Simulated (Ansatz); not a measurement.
Write a Python script for Ansatz 0.2.0, Python API that makes a comparison of functionals at one structure of ZrS2, space group P-3m1. Use (first run): revPBE, PAW, cutoff 470 eV, 6×6×4 k-points, cold smearing of 0.02 eV. The script varies functional: revpbe, blyp, lda, r2scan, pbe.

Input file `zrs2.cif`:
```cif
data_ZrS2
_cell_length_a 3.691383
_cell_length_b 3.691383
_cell_length_c 6.041077
_cell_angle_alpha 90.00000
_cell_angle_beta 90.00000
_cell_angle_gamma 120.00000
_symmetry_space_group_name_H-M 'P 1'
_symmetry_Int_Tables_number 1
loop_
_symmetry_equiv_pos_as_xyz
'x, y, z'
loop_
_atom_site_label
_atom_site_type_symbol
_atom_site_fract_x
_atom_site_fract_y
_atom_site_fract_z
Zr1 Zr    0.000000    0.000000    0.000000
S2 S    0.666667    0.333333    0.762090
S3 S    0.333333    0.666667    0.237910
```

`zrs2.py`:
```python
# -*- coding: utf-8 -*-
import ansatz
from ase.io import read


def main():
    atoms = read("zrs2.cif")
    structure = ansatz.Crystal.from_ase(atoms)

    base = structure.calculation()
    base = base.occupations("cold", width=0.02).kpoints(6, 6, 4)
    base = base.pseudopotentials("paw").basis(470)
    base = base.stress()

    rows = []
    for value in ["revpbe", "blyp", "lda", "r2scan", "pbe"]:
        r = base.functional(value).run(threads=1, backend="cpu").report
        rows.append((value, r["free_energy_ev"] / len(r["lattice"]["sites"]), r["n_iterations"], sum(r["stress_gpa"][i][i] for i in range(3)) / 3, r["n_kpoints"]))

    print("  functional   F/atom (eV)    iterations       P (GPa)      k-points")
    for row in rows:
        print(f"{str(row[0]):>12s}  {row[1]:12.5f}  {row[2]:12d}  {row[3]:12.3f}  {row[4]:12d}")


if __name__ == "__main__":
    main()
```

`python zrs2.py` gives:
```text
DeckWarning: the atoms were moved onto the symmetric positions of the space group found under crystal.symmetry.tolerance 1.0e-5 (fractional; no operation is sought that the atoms, as they stand in a [...]
DeckWarning: basis.ecutwfc = 470 eV is below the records' recommended 500 eV, and the density's cutoff is lower with it unless basis.ecutrho_ratio is high enough to keep the records' density cutoff: compare with a run at a higher cutoff
  functional   F/atom (eV)    iterations       P (GPa)      k-points
      revpbe   -2000.82245             7         2.078            24
        blyp   -2004.87792             6         4.232            24
         lda   -1940.39399             6        -4.501            24
      r2scan   -2004.01270             6         0.038            24
         pbe   -1997.54320             6         0.527            24
```
(Warnings from the package without file and line, shortened.)

The cutoff lies under the one recommended for these potentials in some of the runs. Spin is left out of this run. Under the recommended cutoff a pressure can be off by several GPa, even in sign. Pressure is positive in compression. The structure comes from a database of computed cells and needn't be a stable or known phase. Total energies of different functionals can't be compared; pressures, moments and gaps at this one structure can. Finished in 14 s on 1 thread of Arm Neoverse V1, with other jobs on the host, peak memory 0.6 GiB.
